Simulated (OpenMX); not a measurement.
Crystal: SrO.

```xyz
2
Lattice="0.0000 2.5663 2.5663 2.5663 0.0000 2.5663 2.5663 2.5663 0.0000" Properties=species:S:1:pos:R:3 pbc="T T T"
Sr    2.5663    2.5663    2.5663
O     0.0000    0.0000    0.0000
```

Base run:

```yaml
Program: OpenMX 3.8.5
Functional: PBE
Potentials_or_basis: OpenMX 2013 PBE set, Sr10.0-s3p2d2, O6.0-s2p2d1, grid cutoff 350 Ry
k_mesh: 9 × 9 × 9
Occupations: fermi-dirac, width 0.05 eV
Spin: no spin polarisation
```

Its results: band gap on the k mesh 2.92 eV, indirect (least direct gap 3.16 eV); pressure 3.1 GPa.

Q: The run is repeated on the same cell with these changes: functional from PBE to LDA; potentials or basis from OpenMX 2013 PBE set, Sr10.0-s3p2d2, O6.0-s2p2d1, grid cutoff 350 Ry to OpenMX 2013 LDA set, Sr10.0-s3p2d2, O6.0-s2p2d1, grid cutoff 400 Ry. What comes out?

A: Band gap on the k mesh 2.79 eV, indirect (least direct gap 3.02 eV); pressure -4.0 GPa.

Caveats: the basis of atomic orbitals isn't converged, which shifts pressures, moduli and gaps; an odd mesh through Γ misses points on the zone boundary, where band edges often lie (some runs).

Not every run made on this cell is shown here.
